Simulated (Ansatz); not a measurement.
# MnO: frozen-core PAW against all-electron methods

```yaml
crystal:
  lattice:
    - [0.00000, 2.22200, 2.22200]
    - [2.22200, 0.00000, 2.22200]
    - [2.22200, 2.22200, 0.00000]
  atoms:
    - { symbol: Mn, position: [0.00000, 0.00000, 0.00000] }
    - { symbol: O, position: [0.50000, 0.50000, 0.50000] }
```

Atoms are numbered in the order listed.

The conventional cell has a = 4.444 Å, b = 4.444 Å, c = 4.444 Å, α = 90.00°, β = 90.00°, γ = 90.00°. Around Mn (atom 1) lie 6 O at 2.22 Å. O (atom 2) is surrounded by 6 Mn at 2.22 Å.

The cell is COD entry 1514105, as deposited and not checked against the literature; nothing was relaxed.

Semilocal functionals without U often leave such compounds metallic or with too small a gap, and the real magnetic order may differ.

Other magnetic orders may lie lower; this is the state that the run reached.

Levels of theory: DFT, PBE, PAW with Ansatz's default frozen-core files, scalar-relativistic (Ansatz 0.2.0); DFT, PBE, all-electron PAW with datasets made for the crystal, scalar-relativistic (Ansatz 0.2.0); DFT, PBE, all-electron LAPW, scalar-relativistic (Ansatz 0.2.0).

For PAW: a Γ-centred 14×14×14 k mesh, Fermi–Dirac smearing of 0.05 eV, cutoff 420 eV, spin-polarised from start moments Mn1 4 μB. The crystal-made all-electron datasets (AE datasets) take a cutoff of 360 eV at this cell. LAPW targets a basis error of 1 meV/atom. The Ansatz runs share mesh, smearing and spin set-up. Plane-wave (PAW) pressures include the program's estimate of the Pulay term.

Stress and pressure are positive in compression.

Levels count from the Fermi level.

```csv
quantity,PAW,AE datasets,LAPW
pressure (GPa),-0.25,-0.24,-0.23
moment of the cell (μB),4.756,4.757,4.757
highest filled spin-up level at X (eV),-1.913,-1.912,-1.912
lowest empty spin-up level at X (eV),5.005,5.005,5.005
highest filled spin-up level at Γ (eV),-0.545,-0.543,-0.543
lowest empty spin-up level at Γ (eV),13.937,13.942,13.941
highest filled spin-up level at W (eV),-0.934,-0.935,-0.935
lowest empty spin-up level at W (eV),7.000,7.001,7.001
```

PAW's pressure differs from the LAPW value by -0.02 GPa.
